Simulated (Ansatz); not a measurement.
## Ionic part of the dielectric constant of RbBr, mode by mode

Level of theory: Ansatz 0.2.0, DFT LDA, scalar-relativistic, plane waves, PAW. Plane waves to 420 eV; Γ-centred k mesh 6×6×6; fixed occupations. No spin polarisation. Phonons by linear response, acoustic sum rule imposed.

Symmetry: Pm-3m, No. 221, cubic system. Conventional cell: a = 3.968 Å, b = 3.968 Å, c = 3.968 Å, α = 90.00°, β = 90.00°, γ = 90.00°. Around Rb (site symmetry m-3m) lie 8 Br at 3.44 Å. Br (site symmetry m-3m) has 8 Rb at 3.44 Å as nearest neighbours.

The primitive cell has V = 62.45 Å³ and ε∞,yy = 3.165. Each polar mode adds Δε = (4.92064×10⁷/V)·S/ν² along y, with S its oscillator strength in e²/amu, ν in cm⁻¹ and V in Å³.

Q: From these modes, find each Δε and ε0,yy.
```json
{"ν (cm⁻¹)": "88.6", "S_yy (e²/amu)": "0.03643"}
```

A:
```json
{"ν (cm⁻¹)": "88.6", "Δε": "3.66"}
```

The sum is 3.657, so ε0,yy = 6.82; the run's tensor has 6.82.

Q: Where do the longitudinal modes lie for a wave vector along y?

A: At 130 cm⁻¹. The Lyddane–Sachs–Teller product Π(ν_LO/ν_TO)² = 2.16 matches ε0/ε∞ = 2.16.

This CsCl-type form isn't the usual stable structure of the compound.